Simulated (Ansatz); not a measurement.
Crystal: SnSe.

```
Sn Se
1.0
    11.42000    0.00000    0.00000
     0.00000    4.19000    0.00000
     0.00000    0.00000    4.46000
Sn Se
4 4
Direct
  0.87700 0.75000 0.90900
  0.62300 0.25000 0.40900
  0.37700 0.75000 0.59100
  0.12300 0.25000 0.09100
  0.64300 0.75000 0.98400
  0.85700 0.25000 0.48400
  0.14300 0.75000 0.51600
  0.35700 0.25000 0.01600
```

Base run:

```yaml
Program: Ansatz 0.2.0
Functional: LDA
Potentials_or_basis: Ansatz PAW
Cutoff: "420 eV (not typed: the program's choice for these potentials)"
k_mesh: 3 × 6 × 6
Occupations: fermi-dirac, width 0.05 eV
Spin: no spin polarisation
```

Its results: band gap on the k mesh 0.48 eV, indirect (least direct gap 0.67 eV); pressure -2.0 GPa; largest force 0.183 eV/Å.

Problem. After a change of settings the same cell gave: band gap on the k mesh 0.57 eV, indirect (least direct gap 0.74 eV); pressure 3.6 GPa; largest force 0.339 eV/Å. Which change was it?
A. functional from LDA to PBEsol
B. functional from LDA to revPBE
C. functional from LDA to BLYP
D. functional from LDA to PBE; occupations from fermi-dirac, width 0.05 eV to gaussian, width 0.012 eV

Solution. B.

revPBE binds less tightly than LDA, so the same cell stands under more pressure.

Caveats: spin-orbit coupling is left out, which moves the levels of the heavy elements; the PAW data sets come from PBE, with cores solved anew for the run's functional, which leaves a small shift of forces and pressure.
